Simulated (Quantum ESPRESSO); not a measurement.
## Hf under changes of volume

One of the cells (23.523 Å³/atom); the others are scaled copies at fixed shape and fractional positions:

```
Hf
1.0
    -1.80500    1.80500    1.80500
     1.80500   -1.80500    1.80500
     1.80500    1.80500   -1.80500
Hf
1
Direct
  0.00000 0.00000 0.00000
```

This isn't the form of Hf at room conditions, which is hcp.

| Item | Value |
| --- | --- |
| Program | Quantum ESPRESSO 7.5 |
| Functional | rev-vdW-DF2 |
| Potentials or basis | PseudoDojo 0.4.1 SR PBE standard |
| Cutoff | 789 eV |
| Density cutoff | 3157 eV |
| k mesh | 10 × 10 × 10 |
| Occupations | fermi-dirac, width 0.05 eV |
| Spin | no spin polarisation |

```tsv
volume (Å³/atom)	energy over the lowest point (meV/atom)	pressure (GPa)
22.112	0.00	-2.0
22.582	8.96	-4.0
23.052	23.62	-5.8
23.523	43.50	-7.5
23.993	?	?
24.464	97.07	-10.4
24.934	129.82	-11.6
```

Task: What does the run at 23.993 Å³/atom give?

Result: Energy over the lowest point 68.15 meV/atom; pressure -9.0 GPa.

Worked out: A Birch-Murnaghan fit of order 3 (a polynomial in V^(-2/3)) to the other rows has its minimum at 21.69 Å³/atom, just outside them, with B0 = V·E''(V) = 108 GPa and B' = 3.5. It gives 68.11 meV/atom at 23.993 Å³/atom, against the run's 68.15, and -dE/dV = -9.1 GPa, against -9.0.

Energies are extrapolated to zero smearing.

Caveats: the potentials were made for another functional, which shifts forces and pressure.
